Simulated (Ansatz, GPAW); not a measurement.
## Equation of state of PtAl under PBEsol

```cif
data_structure
_symmetry_space_group_name_H-M 'Pm-3m'
_symmetry_Int_Tables_number 221
_cell_length_a 3.0915
_cell_length_b 3.0915
_cell_length_c 3.0915
_cell_angle_alpha 90.000
_cell_angle_beta 90.000
_cell_angle_gamma 90.000
_cell_volume 29.55
loop_
_atom_site_label
_atom_site_type_symbol
_atom_site_symmetry_multiplicity
_atom_site_Wyckoff_symbol
_atom_site_fract_x
_atom_site_fract_y
_atom_site_fract_z
_atom_site_occupancy
Pt1 Pt 1 b 0.50000 0.50000 0.50000 1
Al1 Al 1 a 0.00000 0.00000 0.00000 1
```

Measurements of this composition are mostly on another form, of space group No. 198.

The cell was scaled at fixed shape and fractions and run with Ansatz, Ansatz PAW, cutoff 420 eV; PBEsol, k mesh 9 × 9 × 9 on the cell of 2 atoms, fermi-dirac occupations of 0.05 eV, no spin polarisation, no spin-orbit coupling. The potentials were made for PBE. Energies are those that the program minimises, any entropy of the smearing included. For a metal such a mesh isn't converged to the digits shown.

```tsv
V (Å³/atom)	energy over the lowest row (meV/atom)
13.8875	8.16
14.1830	0.01
14.4785	0.00
14.7740	7.27
15.0694	?
15.3649	40.39
15.6604	64.91
```

**Question.** Fit the third-order Birch-Murnaghan form, give V0, B0 and B′, and predict the energy left open.

**Answer.** With y = (V0/V)^(2/3), E = E0 + (9 V0 B0/16) [(y - 1)³ B′ + (y - 1)² (6 - 4y)]. Least squares through the rows shown give V0 = 14.3291 Å³/atom, E0 = -0.95 meV, B0 = 202.2 GPa (1 eV/Å³ = 160.218 GPa) and B′ = 4.73, with a largest miss of 0.01 meV. At V = 15.0694 the form with these constants gives 20.97 meV; the run gave 20.96 meV an atom. Other set-ups at this level, from all their volumes (Å³/atom, GPa): GPAW, PAW data sets generated for this functional: V0 14.373, B0 200.8.
